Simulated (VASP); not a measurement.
# InPd: convergence, density of states at the Fermi level

InPd, Pm-3m (no. 221), 2 atoms in the cell. PBE, density of states on a second, denser mesh; PAW potentials In_d, Pd (PBE set). VASP 6.6.1.

Wanted: states at the Fermi level within 5 %; Fermi level on the dense mesh within 0.02 eV.

POSCAR:
```
InPd
1.0
    3.2718847800      0.0000000000      0.0000000000
    0.0000000000      3.2718847800      0.0000000000
    0.0000000000      0.0000000000      3.2718847800
In Pd
1 1
Direct
    0.0000000000      0.0000000000      0.0000000000
    0.5000000000      0.5000000000      0.5000000000
```

The series start from KSPACING_OPT: 0.14; k mesh: 7 × 7 × 7; Cutoff ENCUT (eV): 400; NEDOS: 3001; KPOINTS_OPT_MODE: 1. Each series keeps the choices made before it, and each single choice may use up half of a tolerance.

## KSPACING_OPT

| KSPACING_OPT | States at the Fermi level (states/eV/atom) | Fermi level on the dense mesh (eV) | Time (s) |
|---|---|---|---|
| 0.4 | 0.4359 | 10.570 | 4.8 |
| 0.28 | 0.3737 | 10.570 | 5.2 |
| 0.2 | 0.3872 | 10.541 | 7.8 |
| 0.14 | 0.3715 | 10.541 | 12 |
| 0.1 | 0.3638 | 10.542 | 23 |
| 0.075 | 0.3597 | 10.542 | 42 |
| 0.06 (reference) | 0.3573 | 10.543 | 69 |

Chosen: 0.1, the loosest value from which every tighter one stays within half of the tolerance.

## k mesh

| k mesh | States at the Fermi level (states/eV/atom) | Fermi level on the dense mesh (eV) | Time (s) |
|---|---|---|---|
| 4 × 4 × 4 | 0.3647 | 10.538 | 21 |
| 5 × 5 × 5 | 0.3639 | 10.543 | 21 |
| 6 × 6 × 6 | 0.3624 | 10.540 | 22 |
| 7 × 7 × 7 | 0.3638 | 10.542 | 23 |
| 9 × 9 × 9 | 0.3655 | 10.543 | 24 |
| 12 × 12 × 12 (reference) | 0.3664 | 10.544 | 31 |

Chosen: 4 × 4 × 4.

## Cutoff ENCUT (eV)

| Cutoff ENCUT (eV) | States at the Fermi level (states/eV/atom) | Fermi level on the dense mesh (eV) | Time (s) |
|---|---|---|---|
| 250 | 0.3657 | 10.539 | 12 |
| 300 | 0.3659 | 10.541 | 12 |
| 350 | 0.3651 | 10.539 | 15 |
| 400 | 0.3647 | 10.538 | 21 |
| 500 | 0.3648 | 10.538 | 23 |
| 600 | 0.3648 | 10.538 | 36 |
| 750 (reference) | 0.3648 | 10.538 | 45 |

Chosen: 250.

## NEDOS

| NEDOS | States at the Fermi level (states/eV/atom) | Fermi level on the dense mesh (eV) | Time (s) |
|---|---|---|---|
| 301 | 0.3682 | 10.539 | 12 |
| 1001 | 0.3656 | 10.539 | 12 |
| 3001 | 0.3657 | 10.539 | 12 |
| 9001 (reference) | 0.3657 | 10.539 | 12 |

Chosen: 301.

## KPOINTS_OPT_MODE

| KPOINTS_OPT_MODE | States at the Fermi level (states/eV/atom) | Fermi level on the dense mesh (eV) | Time (s) |
|---|---|---|---|
| 1 | 0.3682 | 10.539 | 12 |
| 2 | 0.3682 | 10.539 | 18 |

Chosen: 1; no other choice that stays within half of the tolerance saves 30 % of the time.

## All choices together

| Input | States at the Fermi level (states/eV/atom) | Fermi level on the dense mesh (eV) | Time (s) |
|---|---|---|---|
| program defaults, k points 0.5 per Å apart (naive) | 0.731 | 10.845 | 1.1 |
| chosen settings | 0.3682 | 10.539 | 12 |
| reference settings throughout | 0.3596 | 10.544 | 174 |

The tolerance is met.

## The input

INCAR:
```
ALGO = Normal ; EDIFF = 1E-6
ENCUT = 250 ; GGA = PE
ISMEAR = -5 ; KPAR = 2
KPOINTS_OPT_MODE = 1 ; KSPACING_OPT = 0.1
LASPH = True ; LCHARG = False
LMAXMIX = 4 ; LREAL = False
LWAVE = False ; NBANDS = 20
NEDOS = 301 ; NELM = 120
PREC = Accurate ; SIGMA = 0.05
```

KPOINTS:
```
Automatic mesh
0
Gamma
  4 4 4
  0 0 0
```

Commands:
```
cat potpaw_PBE.64/In_d/POTCAR potpaw_PBE.64/Pd/POTCAR > POTCAR
mpirun -np 2 vasp_std > vasp.out
```

The chosen input took VASP 6.6.1 12 s on 2 cores (AMD EPYC 9R45 (Zen 5)), a shared host.

## An input that fails: no diagonalisation on the second mesh

It runs to its end, but against the unchanged starting input it is off by 94 % in the states at the Fermi level, 20.438 eV in the Fermi level on the dense mesh.

Changes against the starting input:
```
- KPOINTS_OPT_MODE = 1
+ KPOINTS_OPT_MODE = 0
```
